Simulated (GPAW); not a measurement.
Y:

```
CELL_PARAMETERS angstrom
3.64740 0.00000 0.00000
-1.82370 3.15874 0.00000
0.00000 0.00000 5.73060
ATOMIC_POSITIONS crystal
Y 0.66667 0.33333 0.75000
Y 0.33333 0.66667 0.25000
```

Base run:

- Program: GPAW 26.7.0
- Functional: BLYP
- Potentials or basis: PAW data sets generated in the run's folder for this functional
- Cutoff: 600 eV
- Basis: pw
- k mesh: 8 × 8 × 5
- Occupations: fermi-dirac, width 0.05 eV
- Spin: no spin polarisation

Its results: pressure 0.8 GPa.

Problem. After a change of settings the same cell gave: pressure -3.8 GPa. Which change was it?
A. functional from BLYP to PBE; potentials or basis from PAW data sets generated in the run's folder for this functional to GPAW PAW data sets (gpaw-data 1.2.1)
B. functional from BLYP to PBEsol
C. functional from BLYP to RPBE; potentials or basis from PAW data sets generated in the run's folder for this functional to the program's PAW data sets (release 1.2.1) made for this functional
D. functional from BLYP to LDA; potentials or basis from PAW data sets generated in the run's folder for this functional to the program's PAW data sets (release 1.2.1) made for this functional

Solution. D.
